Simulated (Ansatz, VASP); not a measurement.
## Si in VASP and in Ansatz

```
Si
1.0
     4.65681    0.00000    0.00000
     0.00000    4.65681    0.00000
     0.00000    0.00000    4.65681
Si
6
Cartesian
  1.1642 2.3284 0.0000
  3.4926 2.3284 0.0000
  0.0000 1.1642 2.3284
  0.0000 3.4926 2.3284
  2.3284 0.0000 1.1642
  2.3284 0.0000 3.4926
```

Alike in both runs: functional PBE; k mesh 4 × 4 × 4; occupations gaussian, width 0.1 eV; no spin polarisation.

Ansatz relaxed the structure, and its values are those at the end. VASP's run is a single point on that final structure, the one shown.

|  | VASP | Ansatz |
| --- | --- | --- |
| version | VASP 6.6.1 | Ansatz 0.2.0 |
| potentials or method | VASP PAW PBE potentials, release 64 (Si) | scalar-relativistic, plane waves, PAW |
| plane-wave cutoff (eV) | 520 | 420 |
| valence electrons in the cell | 24 | 24 |

|  | VASP | Ansatz | Ansatz less VASP |
| --- | --- | --- | --- |
| gap on the k mesh at the Fermi level (eV) | none | none | - |
| pressure (GPa) | -0.1 | 0.0 | +0.06 |

A gap of «none» marks a metal or a gap that the smearing closes.
